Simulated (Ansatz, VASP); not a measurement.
## One calculation of Re, two programs

```xyz
2
Lattice="2.7749 0.0000 0.0000 -1.3874 2.4031 0.0000 0.0000 0.0000 4.4841" Properties=species:S:1:pos:R:3 pbc="T T T"
Re    0.0000    1.6021    1.1210
Re    1.3874    0.8010    3.3631
```

Alike in both runs: functional PBE; k mesh 18 × 18 × 10; occupations gaussian, width 0.1 eV; no spin polarisation.

Ansatz relaxed the structure, and its values are those at the end. VASP's run is a single point on that final structure, the one shown.

```csv
,VASP,Ansatz
version,VASP 6.6.1,Ansatz 0.2.0
potentials or method,"VASP PAW PBE potentials, release 64 (Re)","scalar-relativistic, plane waves, PAW"
plane-wave cutoff (eV),520,420
valence electrons in the cell,14,30
```

|  | VASP | Ansatz | Ansatz less VASP |
| --- | --- | --- | --- |
| gap on the k mesh at the Fermi level (eV) | none | none | - |
| pressure (GPa) | -0.5 | 0.0 | +0.54 |

A gap of «none» marks a metal or a gap that the smearing closes. The functional is the same, so the differences come from potentials, cutoffs and numerics. The two sets of potentials don't hold the same shells in valence.

The runs have no spin-orbit coupling, so splittings on Re are missing.
